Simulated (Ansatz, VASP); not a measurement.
One calculation of BaTiO3, two programs

File INCAR:

```
SYSTEM = BaTiO3
PREC     = Accurate       ! precision mode
ENCUT    = 520            ! plane-wave cutoff, eV
EDIFF    = 1E-6           ! SCF threshold, eV
ISMEAR   = 0              ! smearing method
SIGMA    = 0.02           ! smearing width, eV
LREAL    = .False.        ! projectors in reciprocal space
LASPH    = .True.         ! aspherical terms in the spheres
NELM     = 60             ! most SCF steps
ALGO     = Normal         ! electronic algorithm
ISIF     = 2              ! what is computed and relaxed
LWAVE    = .False.        ! write WAVECAR
LCHARG   = .True.         ! write CHGCAR
GGA      = PE             ! functional
LELF     = .True.         ! ELF
```

The input KPOINTS:

```
regular mesh
0
Gamma
  7 7 7
  0 0 0
```

File POSCAR:

```
BaTiO3
1.0
    2.8273666084      1.6323808724      2.3183934932
   -2.8273666084      1.6323808724      2.3183934932
    0.0000000000     -3.2647617449      2.3183934932
Ba Ti O
1 1 3
Direct
    0.0000000000      0.0000000000      0.0000000000
    0.4845000000      0.4845000000      0.4845000000
    0.5086000000      0.0175000000      0.5086000000
    0.0175000000      0.5086000000      0.5086000000
    0.5086000000      0.5086000000      0.0175000000
```

File input.yaml:

```yaml
crystal:
  lattice:
    - [2.8273666084, 1.6323808724, 2.3183934932]
    - [-2.8273666084, 1.6323808724, 2.3183934932]
    - [0.0, -3.2647617449, 2.3183934932]
  atoms:
    - { symbol: Ba, position: [0.0, 0.0, 0.0] }
    - { symbol: Ti, position: [0.4845, 0.4845, 0.4845] }
    - { symbol: O, position: [0.5086, 0.0175, 0.5086] }
    - { symbol: O, position: [0.0175, 0.5086, 0.5086] }
    - { symbol: O, position: [0.5086, 0.5086, 0.0175] }
hamiltonian:
  xc: pbe
  pseudopotentials: { kind: paw }
kpoints:
  mp_grid: { grid: [7, 7, 7] }
scf:
  occupations: { method: gaussian, width: 0.02 }
output:
  forces: true
  stress: true
  eigenvalues: true
```

Alike in both runs: functional PBE; k mesh 7 × 7 × 7; occupations gaussian, width 0.02 eV; no spin polarisation.

|  | VASP | Ansatz |
| --- | --- | --- |
| version | VASP 6.6.1 | Ansatz 0.2.0 |
| potentials or method | VASP PAW PBE potentials, release 64 (Ba_sv, Ti_sv, O) | Ansatz PAW |
| plane-wave cutoff (eV) | 520 | 420 |
| valence electrons in the cell | 40 | 40 |
| task | electron localisation function | single point |

Ansatz gave:

| Item | Value |
| --- | --- |
| gap on the k mesh at the Fermi level (eV) | 2.50 |
| least direct gap on the mesh (eV) | 2.79 |
| pressure (GPa) | 5.0 |
| largest component of the traceless stress (GPa) | 0.12 |
| rms of the force components (eV/Å) | 0.074 |

Problem. Which values does VASP return?

Solution. gap on the k mesh at the Fermi level (eV): 2.44; least direct gap on the mesh (eV): 2.78; pressure (GPa): 6.8; largest component of the traceless stress (GPa): 0.17; rms of the force components (eV/Å): 0.095.

Atom by atom the forces differ by 0.028 eV/Å (rms over components).

Caveats: spin-orbit coupling is left out, which moves the levels of the heavy elements; an odd mesh through Γ misses points on the zone boundary, where band edges often lie (VASP); odd divisions of the mesh miss points on the zone boundary, where band edges often lie, so the gap on the mesh can be too wide (Ansatz); the pressure holds a Pulay correction of +0.5 GPa for the finite cutoff (Ansatz).
